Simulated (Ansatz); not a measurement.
BN built on the zincblende prototype, relaxed with r2SCAN in Ansatz 0.2.0: the symmetry is F-43m (No. 216, cubic); a = 3.610 Å in the conventional setting, 5.88 Å³ an atom. B is surrounded by 4 N at 1.56 Å; N is surrounded by 4 B at 1.56 Å. It was then strained (epitaxial in the xy plane), atoms relaxed again within the symmetry left. Unstrained, HSE06 gives 5.794 eV (Γ → X, 8×8×8 mesh), and the band edges keep their places in every row. The normal direction was relaxed to zero stress. Only one sign of strain is shown, since it lowers the symmetry, and equivalent edge states can then move with another slope on the other side. Stress is positive in compression. Calculated for a static, non-magnetic cell.

Axes as in this cell:
```
B N
1.0
     0.00000    1.80483    1.80483
     1.80483    0.00000    1.80483
     1.80483    1.80483    0.00000
B N
1 1
Direct
  0.00000 0.00000 0.00000
  0.25000 0.25000 0.25000
```

```csv
strain (%),ε,"ΔE_g, HSE06 (eV)","Δσ_xx, r2SCAN (GPa)"
+1.0,+0.0100,-0.278,-8.92
+2.79,+0.0279,-0.735,-23.32
+3.0,+0.0300,-0.786,-24.88
+4.0,+0.0400,-1.016,-32.01
+4.48,+0.0448,-1.122,-35.24
```

Q: Fit ΔE_g = a x + b x² to these rows by least squares, with x = ε.

A: The normal equations take Σx² = 5.385e-03, Σx³ = 2.036e-04, Σx⁴ = 8.014e-06, ΣxΔE = -1.378e-01 and Σx²ΔE = -5.185e-03, and give a = -28.54 eV, b = +78.1 eV; the largest residual is 0.000 eV.

Q: Fit the change of σ_xx in the same way.

A: Δσ_xx = -918.2 x + (2944) x² GPa. The slope, 918 GPa, is the biaxial modulus of the film.

Q: Predict the withheld row at +2.0 % (x = +0.0200).

A: ΔE_g ≈ -28.54 × (+0.0200) + (78.1) × (+0.0200)² = -0.540 eV, and Δσ_xx ≈ -17.19 GPa. The runs give -0.540 eV and -17.20 GPa, off by 0.000 eV and -0.01 GPa.
